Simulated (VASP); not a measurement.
# BN (P6_3/mmc) in VASP: notebook

One crystal, BN, is run at these levels: PBE+D3(BJ); tasks: single point.

Program: VASP 6.6.1. These are calculated values, not measurements. Logs are shortened: lines on timing, memory, paths and dates and some standing lists are left out, and cuts for length are marked.

## (1) Starting point

It takes space group P6_3/mmc (No. 194, hexagonal). Conventional cell: a = 2.498 Å, b = 2.498 Å, c = 6.636 Å, α = 90.00°, β = 90.00°, γ = 120.00°. B (site symmetry -6m2) has 3 N at 1.44 Å as nearest neighbours. Around N (site symmetry -6m2) lie 3 B at 1.44 Å.

## (2) Single point, PBE+D3(BJ)

INCAR reads:

```
SYSTEM = BN
ALGO = Normal ; EDIFF = 1E-7
ENCUT = 520 ; GGA = PE
ISIF = 2 ; ISMEAR = 0
IVDW = 12 ; LASPH = .TRUE.
LCHARG = .FALSE. ; LREAL = .FALSE.
LWAVE = .FALSE. ; NBANDS = 16
NELM = 100 ; PREC = Accurate
SIGMA = 0.02
```

KPOINTS reads:

```
k-points
0
G
  12 12 4
  0 0 0
```

POSCAR reads:

```
BN
1.0
    2.4982400000      0.0000000000      0.0000000000
   -1.2491200000      2.1635393000      0.0000000000
    0.0000000000      0.0000000000      6.6357000000
B N
2 2
Direct
    0.3333333300      0.6666666700      0.2500000000
    0.6666666700      0.3333333300      0.7500000000
    0.3333333300      0.6666666700      0.7500000000
    0.6666666700      0.3333333300      0.2500000000
```

Potentials or basis: VASP PAW PBE potentials, release 64 (B, N).

Launch:

```console
> cat potpaw_PBE.64/B/POTCAR potpaw_PBE.64/N/POTCAR > POTCAR
> mpirun -np 1 vasp_std > vasp.out
```

OUTCAR:

```text
SYSTEM = BN
   EDIFF = 1E-7
   ENCUT = 520
   GGA = PE
   ISIF = 2
   ISMEAR = 0
   IVDW = 12
   LASPH = .TRUE.
   LREAL = .FALSE.
   NELM = 100
   PREC = Accurate
 IVDW          = 12

 ion  position               nearest neighbor table
   1  0.333  0.667  0.250-   4 1.44   4 1.44   4 1.44
   2  0.667  0.333  0.750-   3 1.44   3 1.44   3 1.44
   3  0.333  0.667  0.750-   2 1.44   2 1.44   2 1.44
   4  0.667  0.333  0.250-   1 1.44   1 1.44   1 1.44

  LATTYP: Found a hexagonal cell.
 ALAT       =     2.4982400000
 C/A-ratio  =     2.6561499296

  Lattice vectors:

 A1 = (   2.4982400000,   0.0000000000,   0.0000000000)
 A2 = (  -1.2491200000,   2.1635393000,   0.0000000000)
 A3 = (   0.0000000000,   0.0000000000,   6.6357000000)

Analysis of symmetry for initial positions (statically):
=====================================================================
 Subroutine PRICEL returns:
 Original cell was already a primitive cell.

 Routine SETGRP: Setting up the symmetry group for a
 hexagonal supercell.

 Subroutine GETGRP returns: Found 24 space group operations
 (whereof 12 operations were pure point group operations)
 out of a pool of 24 trial point group operations.

The static configuration has the point symmetry D_3d.
 The point group associated with its full space group is D_6h.

Analysis of symmetry for dynamics (positions and initial velocities):
=====================================================================
 Subroutine PRICEL returns:
 Original cell was already a primitive cell.

 Routine SETGRP: Setting up the symmetry group for a
 hexagonal supercell.

 Subroutine GETGRP returns: Found 24 space group operations
 (whereof 12 operations were pure point group operations)
 out of a pool of 24 trial point group operations.

The dynamic configuration has the point symmetry D_3d.
 The point group associated with its full space group is D_6h.

 Subroutine INISYM returns: Found 24 space group operations
 (whereof 12 operations are pure point group operations),
 and found     1 'primitive' translations

----------------------------------------------------------------------------------------

                                     Primitive cell

  volume of cell :      35.8662

  direct lattice vectors                    reciprocal lattice vectors
     2.498240000  0.000000000  0.000000000     0.400281798  0.231102805  0.000000000
    -1.249120000  2.163539300  0.000000000     0.000000000  0.462205609  0.000000000
     0.000000000  0.000000000  6.635700000     0.000000000  0.000000000  0.150700002

  length of vectors
     2.498240000  2.498239996  6.635700000     0.462205608  0.462205609  0.150700002

  position of ions in fractional coordinates (direct lattice)
     0.333333330  0.666666670  0.250000000
     0.666666670  0.333333330  0.750000000
     0.333333330  0.666666670  0.750000000
     0.666666670  0.333333330  0.250000000

  ion indices of the primitive-cell ions
   primitive index   ion index
                 1           1
                 2           2
                 3           3
                 4           4

----------------------------------------------------------------------------------------

 KPOINTS: k-points

Automatic generation of k-mesh.
 Grid dimensions read from file:
 generate k-points for:   12   12    4

 Generating k-lattice:

  Cartesian coordinates                     Fractional coordinates (reciprocal lattice)
     0.033356817  0.019258567  0.000000000     0.083333333 -0.000000000  0.000000000
     0.000000000  0.038517134  0.000000000     0.000000000  0.083333333  0.000000000
     0.000000000  0.000000000  0.037675000     0.000000000  0.000000000  0.250000000

  Length of vectors
     0.038517134  0.038517134  0.037675000

  Shift w.r.t. Gamma in fractional coordinates (k-lattice)
     0.000000000  0.000000000  0.000000000

 Subroutine IBZKPT returns following result:
 ===========================================

 Found     57 irreducible k-points:

 Following reciprocal coordinates:
            Coordinates               Weight
  0.000000  0.000000  0.000000      1.000000
  0.083333 -0.000000  0.000000      6.000000
  0.166667 -0.000000  0.000000      6.000000
  0.250000 -0.000000  0.000000      6.000000
  0.333333  0.000000  0.000000      6.000000
  0.416667 -0.000000  0.000000      6.000000
[... 16 lines left out ...]
  0.250000 -0.000000  0.250000     12.000000
  0.333333  0.000000  0.250000     12.000000
 [... further k-points ...]
   k-points           NKPTS =     57   k-points in BZ     NKDIM =     57   number of bands    NBANDS=     16
   number of dos      NEDOS =    301   number of ions     NIONS =      4
   total plane-waves  NPLWV =  20000
   dimension x,y,z NGX =    20 NGY =   20 NGZ =   50
   dimension x,y,z NGXF=    40 NGYF=   40 NGZF=  100
   ions per type =               2   2
   NGX,Y,Z   is equivalent  to a cutoff of  13.31, 13.31, 12.53 a.u.
   NGXF,Y,Z  is equivalent  to a cutoff of  26.62, 26.62, 25.05 a.u.
 SYSTEM =  BN
   PREC   = accura    normal or accurate (medium, high low for compatibility)
   ISTART =      0    job   : 0-new  1-cont  2-samecut
   ICHARG =      2    charge: 1-file 2-atom 10-const
   ISPIN  =      1    spin polarized calculation?
   LNONCOLLINEAR =      F non collinear calculations
   LSORBIT =      F    spin-orbit coupling
   LASPH  =      T    aspherical Exc in radial PAW
   ENCUT  =  520.0 eV  38.22 Ry    6.18 a.u.   4.65  4.65 12.34*2*pi/ulx,y,z
   NELM   =    100;   NELMIN=  2; NELMDL= -5     # of ELM steps
   EDIFF  = 0.1E-06   stopping-criterion for ELM
   LREAL  =      F    real-space projection
   EDIFFG = 0.1E-05   stopping-criterion for IOM
   NSW    =      0    number of steps for IOM
   IBRION =     -1    ionic relax: 0-MD 1-quasi-New 2-CG
   NFREE  =      0    steps in history (QN), initial steepest desc. (CG)
   ISIF   =      2    stress and relaxation
   ISYM   =      2    0-nonsym 1-usesym 2-fastsym
   POTIM  = 0.5000    time-step for ionic-motion
   TEBEG  =    0.0;   TEEND  =   0.0 temperature during run
   PSTRESS=    0.0 pullay stress
   NELECT =      16.0000    total number of electrons
   NUPDOWN=      -1.0000    fix difference up-down
   EMIN   =  10.00;   EMAX   =-10.00  energy-range for DOS
   EFERMI =   0.00;   METHOD = LEGACY
   ISMEAR =     0;   SIGMA  =   0.02  broadening in eV -4-tet -1-fermi 0-gaus
   EFERMI_NEDOS =   21; number of points for ismear=-14 and -15
   IALGO  =     38    algorithm
   IMIX   =      4    mixing-type and parameters
     AMIX     =   0.40;   BMIX     =  1.00
     AMIX_MAG =   1.60;   BMIX_MAG =  1.00
  volume/ion in A,a.u.               =       8.97        60.51
  Fermi-wavevector in a.u.,A,eV,Ry     =   1.250891  2.363842 21.289433  1.564729
  Thomas-Fermi vector in A             =   2.384864
   LORBIT       =      0    0 simple, 1 ext, 2 COOP (PROOUT), +10 PAW based schemes
   GGA     = PE    functional components
   LHFCALC =     F    Hartree Fock is set to
   AEXX    =    0.0000 exact exchange contribution
   IVDW    =    12    specifies the selected vdW correction
   LEPSILON=     F    determine dielectric tensor
   LRPA    =     F    only Hartree local field effects (RPA)
 non-spin polarized calculation
 Gauss-broadening in eV      SIGMA  =   0.02
  energy-cutoff  :      520.00
  volume of cell :       35.87
 maximum number of plane-waves:       985
 NGX is ok and might be reduce to    20
   NGX =  9   NGY =  9   NGZ = 25

 number of electron      15.9999997 magnetization

 Free energy of the ion-electron system (eV)
  ---------------------------------------------------
  ext. energy  EPLUGINS =         0.00000000
  ---------------------------------------------------
  free energy    TOTEN  =       -35.14690933 eV

  energy without entropy =      -35.14690933  energy(sigma->0) =      -35.14690933

 E-fermi :   2.4063     XC(G=0): -10.0886

 val. band max:        2.3081881277   @ k =   0.3333   0.3333   0.5000
 cond. band min:       6.5951048816   @ k =   0.5000  -0.0000   0.0000
 fundamental gap:      4.2869167539
 Fermi energy:         2.4062882646

 k-point     1 :       0.0000    0.0000    0.0000
  band No.  band energies     occupation
      1     -15.5316      2.00000
      2     -15.2363      2.00000
      3      -3.9420      2.00000
      4      -1.8138      2.00000
      5       0.9861      2.00000
      6       0.9861      2.00000
[... 8 lines left out ...]
     15      14.6584      0.00000
     16      15.4187      0.00000

 k-point     2 :       0.0833   -0.0000    0.0000
  band No.  band energies     occupation
      1     -15.3949      2.00000
      2     -15.1042      2.00000
      3      -3.7543      2.00000
      4      -1.6452      2.00000
      5       0.4265      2.00000
      6       0.4590      2.00000
[... 8 lines left out ...]
     15      14.9083      0.00000
     16      15.1373      0.00000

 k-point     3 :       0.1667   -0.0000    0.0000
  band No.  band energies     occupation
      1     -14.9920      2.00000
      2     -14.7155      2.00000
      3      -3.1981      2.00000
      4      -1.1497      2.00000
      5      -0.9944      2.00000
      6      -0.9549      2.00000
[... 8 lines left out ...]
     15      16.2514      0.00000
     16      16.2591      0.00000

 k-point     4 :       0.2500   -0.0000    0.0000
  band No.  band energies     occupation
      1     -14.3496      2.00000
      2     -14.0979      2.00000
      3      -2.8007      2.00000
      4      -2.7399      2.00000
      5      -2.2983      2.00000
      6      -0.6529      2.00000
[... 8 lines left out ...]
     15      17.6940      0.00000
     16      18.4265      0.00000

 k-point     5 :       0.3333    0.0000    0.0000
  band No.  band energies     occupation
      1     -13.5340      2.00000
      2     -13.3225      2.00000
      3      -4.6006      2.00000
      4      -4.5195      2.00000
      5      -1.2859      2.00000
      6      -1.2248      2.00000
[... 8 lines left out ...]
     15      18.1216      0.00000
     16      20.9739      0.00000

 k-point     6 :       0.4167   -0.0000    0.0000
  band No.  band energies     occupation
      1     -12.7171      2.00000
      2     -12.5730      2.00000
      3      -6.0347      2.00000
      4      -5.9528      2.00000
      5      -1.7008      2.00000
      6      -1.6370      2.00000
[... 8 lines left out ...]
     15      17.6046      0.00000
     16      21.3587      0.00000
[... 267 lines left out ...]
 k-point    21 :       0.0833   -0.0000    0.2500
  band No.  band energies     occupation
      1     -15.3546      2.00000
      2     -15.1492      2.00000
      3      -3.4973      2.00000
      4      -2.0274      2.00000
      5       0.4328      2.00000
      6       0.4572      2.00000
[... 8 lines left out ...]
     15      14.9441      0.00000
     16      15.1086      0.00000

 k-point    22 :       0.1667   -0.0000    0.2500
  band No.  band energies     occupation
      1     -14.9536      2.00000
      2     -14.7582      2.00000
      3      -2.9502      2.00000
      4      -1.5368      2.00000
      5      -0.9824      2.00000
      6      -0.9381      2.00000
[... 8 lines left out ...]
     15      16.1527      0.00000
     16      16.2338      0.00000

 k-point    23 :       0.2500   -0.0000    0.2500
  band No.  band energies     occupation
      1     -14.3143      2.00000
      2     -14.1365      2.00000
      3      -2.8070      2.00000
      4      -2.7558      2.00000
      5      -2.0407      2.00000
      6      -0.6963      2.00000
[... 8 lines left out ...]
     15      18.4414      0.00000
     16      18.5220      0.00000

 k-point    24 :       0.3333    0.0000    0.2500
  band No.  band energies     occupation
      1     -13.5041      2.00000
      2     -13.3546      2.00000
      3      -4.5923      2.00000
      4      -4.5344      2.00000
      5      -1.2770      2.00000
      6      -1.2338      2.00000
[... 8 lines left out ...]
     15      19.1834      0.00000
     16      20.9897      0.00000

 [... further k-points ...]

------------------------ aborting loop because EDIFF is reached ----------------------------------------

 Edisp (eV)   -0.56768

 E8    (eV) :    -0.1663

  FORCE on cell =-STRESS in cart. coord.  units (eV):
  Direction    XX          YY          ZZ          XY          YZ          ZX
  --------------------------------------------------------------------------------------
  -------------------------------------------------------------------------------------
  Total       0.84048     0.84048    -0.05609     0.00000    -0.00000     0.00000
  in kB      37.54491    37.54491    -2.50562     0.00000    -0.00000     0.00000
  external pressure =       24.19 kB  Pullay stress =        0.00 kB

 VOLUME and BASIS-vectors are now :
 -----------------------------------------------------------------------------
  energy-cutoff  :      520.00
  volume of cell :       35.87
      direct lattice vectors                 reciprocal lattice vectors
     2.498240000  0.000000000  0.000000000     0.400281798  0.231102805  0.000000000
    -1.249120000  2.163539300  0.000000000     0.000000000  0.462205609  0.000000000
     0.000000000  0.000000000  6.635700000     0.000000000  0.000000000  0.150700002

 POSITION                                       TOTAL-FORCE (eV/Angst)
 -----------------------------------------------------------------------------------
     -0.00000      1.44236      1.65892        -0.000000      0.000000      0.000000
      1.24912      0.72118      4.97677        -0.000000     -0.000000      0.000000
     -0.00000      1.44236      4.97677         0.000000     -0.000000      0.000000
      1.24912      0.72118      1.65892        -0.000000      0.000000      0.000000
 -----------------------------------------------------------------------------------
    total drift:                               -0.000002      0.000001      0.000000

  FREE ENERGIE OF THE ION-ELECTRON SYSTEM (eV)
  ---------------------------------------------------
  free  energy   TOTEN  =       -35.7145885851 eV

  energy  without entropy=      -35.7145885851  energy(sigma->0) =      -35.71458859
```

Run time: 19 s. Hardware: 1 thread of Intel Xeon Platinum 8488C (Sapphire Rapids), shared host; peak memory 0.17 GiB.

What came out:

```
Free energy                : -35.7146 eV
Pressure                   : 2.4 GPa
Band gap on the k mesh     : 4.29 eV, indirect (least direct gap 4.66 eV)
Dispersion energy per atom : -0.142 eV
```

Stress tensor (GPa, compression positive):
```
 3.75  0.00  0.00
 0.00  3.75  0.00
 0.00  0.00 -0.25
```

## (3) Single point, PBE+D3(BJ)

INCAR is that of step 2.

KPOINTS reads:

```
k-points
0
G
  15 15 6
  0 0 0
```

POSCAR is that of step 2.

Potentials or basis: VASP PAW PBE potentials, release 64 (B, N).

Launch:

```console
> cat potpaw_PBE.64/B/POTCAR potpaw_PBE.64/N/POTCAR > POTCAR
> mpirun -np 1 vasp_std > vasp.out
```

It took 34 s on 1 thread of Intel Xeon Platinum 8488C (Sapphire Rapids), shared host; peak memory 0.19 GiB.

It converged, with:

| Item | Value |
| --- | --- |
| Free energy | -35.7146 eV |
| Pressure | 2.4 GPa |
| Band gap on the k mesh | 4.30 eV, indirect (least direct gap 4.66 eV) |
| Dispersion energy per atom | -0.142 eV |

Stress tensor (GPa, compression positive):
```
 3.75  0.00  0.00
 0.00  3.75  0.00
 0.00  0.00 -0.25
```

Levels at points of the mesh, in eV from the valence-band top:
```csv
k point,band 6,band 7,band 8,band 9,band 10,band 11
"(0.00, 0.00, 0.00)",-1.35,-1.31,-1.31,5.24,10.32,11.58
"(0.00, 0.00, 0.50)",-1.33,-1.33,-1.33,7.62,7.62,11.64
```

Caveat: an odd mesh through Γ misses points on the zone boundary, where band edges often lie.

## (4) Single point, PBE+D3(BJ)

INCAR is that of step 3.

KPOINTS reads:

```
k-points
0
G
  21 21 8
  0 0 0
```

POSCAR is that of step 3.

Launch:

```console
> cat potpaw_PBE.64/B/POTCAR potpaw_PBE.64/N/POTCAR > POTCAR
> mpirun -np 1 vasp_std > vasp.out
```

Run time: 73 s. Hardware: 1 thread of Intel Xeon Platinum 8488C (Sapphire Rapids), shared host; peak memory 0.24 GiB.

Results (log left out):

```yaml
Free_energy: -35.7146 eV
Pressure: 2.4 GPa
Band_gap_on_the_k_mesh: 4.27 eV, indirect (least direct gap 4.66 eV)
Dispersion_energy_per_atom: -0.142 eV
```

Stress tensor (GPa, compression positive):
```
 3.75  0.00  0.00
 0.00  3.75  0.00
 0.00  0.00 -0.25
```

Levels at points of the mesh, in eV from the valence-band top:
| k point | band 6 | band 7 | band 8 | band 9 | band 10 | band 11 |
| --- | --- | --- | --- | --- | --- | --- |
| (0.00, 0.00, 0.00) | -1.36 | -1.32 | -1.32 | 5.23 | 10.31 | 11.57 |
| (0.00, 0.00, 0.50) | -1.34 | -1.34 | -1.34 | 7.61 | 7.61 | 11.63 |

Caveat: an odd mesh through Γ misses points on the zone boundary, where band edges often lie.

## (5) The runs side by side

```csv
k mesh,gap on the mesh (eV),pressure (GPa)
12 × 12 × 4,4.29,2.4
15 × 15 × 6,4.30,2.4
21 × 21 × 8,4.27,2.4
```

Alike in all rows: task single point; level PBE+D3(BJ); potentials or basis VASP PAW PBE potentials, release 64 (B, N); no spin polarisation; cell as given; cutoff (eV) 520; smearing gaussian 0.02 eV.

On the cell as given the gap runs from 4.27 eV (PBE+D3(BJ)) to 4.30 eV (PBE+D3(BJ)); the meshes differ, which moves gaps too.

Caveats: an odd mesh through Γ misses points on the zone boundary, where band edges often lie (some runs).

Total energies depend on the potentials used, so only differences within one code and one set of settings carry meaning.
